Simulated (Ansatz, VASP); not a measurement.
Two plane-wave programs on Li2H

File INCAR:

```
SYSTEM = Li2H
PREC = Accurate
ENCUT = 600
EDIFF = 1E-7
ISMEAR = 0
SIGMA = 0.1
LREAL = .FALSE.
LASPH = .TRUE.
NELM = 60
ALGO = Normal
ISIF = 3
LWAVE = .FALSE.
LCHARG = .FALSE.
GGA = PE
IBRION = 2
NSW = 90
EDIFFG = -0.04
```

File KPOINTS:

```
regular mesh
0
G
  6 6 4
  0 0 0
```

File POSCAR:

```
Li2H
1.0
    3.1939784800      0.0000000000      0.0000000000
    0.0000000000      3.1939784800      0.0000000000
    0.0000000000      0.0000000000      5.3201900300
Li H
4 2
Direct
    0.0000000000      0.0000000000      0.0000000000
    0.5000000000      0.5000000000      0.0000000000
    0.5000000000      0.0000000000      0.6700000200
    0.0000000000      0.5000000000      0.3299999800
    0.5000000000      0.0000000000      0.2649999900
    0.0000000000      0.5000000000      0.7350000100
```

Input for Ansatz:

```yaml
crystal:
  lattice:
    - [3.19397848, 0.0, 0.0]
    - [0.0, 3.19397848, 0.0]
    - [0.0, 0.0, 5.32019003]
  atoms:
    - { symbol: Li, position: [0.0, 0.0, 0.0] }
    - { symbol: Li, position: [0.5, 0.5, 0.0] }
    - { symbol: Li, position: [0.5, 0.0, 0.67000002] }
    - { symbol: Li, position: [0.0, 0.5, 0.32999998] }
    - { symbol: H, position: [0.5, 0.0, 0.26499999] }
    - { symbol: H, position: [0.0, 0.5, 0.73500001] }
basis:
  ecutwfc: 420
kpoints:
  mp_grid: { grid: [6, 6, 4] }
hamiltonian:
  xc: pbe
scf:
  occupations: { method: gaussian, width: 0.1 }
  lower_state_search: "off"
output:
  forces: true
  stress: true
  eigenvalues: true
relax:
  adjacent_minimum: "off"
  f_tol: 0.04
  max_steps: 70
  cell: { stress_tol: 0.4 }
```

Change from the starting cell: species swapped into the Mn2As type (P4/nmm, No. 129).

Alike in both runs: task relaxation of cell and atoms; functional PBE; k mesh 6 × 6 × 4; occupations gaussian, width 0.1 eV; no spin polarisation.

```csv
,VASP,Ansatz
version,VASP 6.6.1,Ansatz 0.2.0
potentials or method,"VASP PAW PBE potentials, release 64 (Li_sv, H)","scalar-relativistic, plane waves, PAW"
plane-wave cutoff (eV),600,420
valence electrons in the cell,14,14
```

VASP gave:

* gap on the k mesh at the Fermi level, each at its own relaxed structure (eV): none
* relaxed volume (Å³/atom): 10.80
* relaxed cell length with the largest relative difference (Å): 3.893
* energy change over the relaxation (meV/atom): -467

**Question.** What did Ansatz give for the same quantities?

**Answer.** gap on the k mesh at the Fermi level, each at its own relaxed structure (eV): none; relaxed volume (Å³/atom): 11.42; relaxed cell length with the largest relative difference (Å): 4.021; energy change over the relaxation (meV/atom): -483.

A gap of «none» marks a metal or a gap that the smearing closes. One of these differences is far larger than is usual between the two programs; its cause wasn't traced.

Caveats: the cutoff is under 1.25 times the usual one of these potentials, so pressure, stress and relaxed cells hold a basis-set (Pulay) error (VASP); the volume moved by over 15 % at a fixed basis, so the end points are rough (VASP).
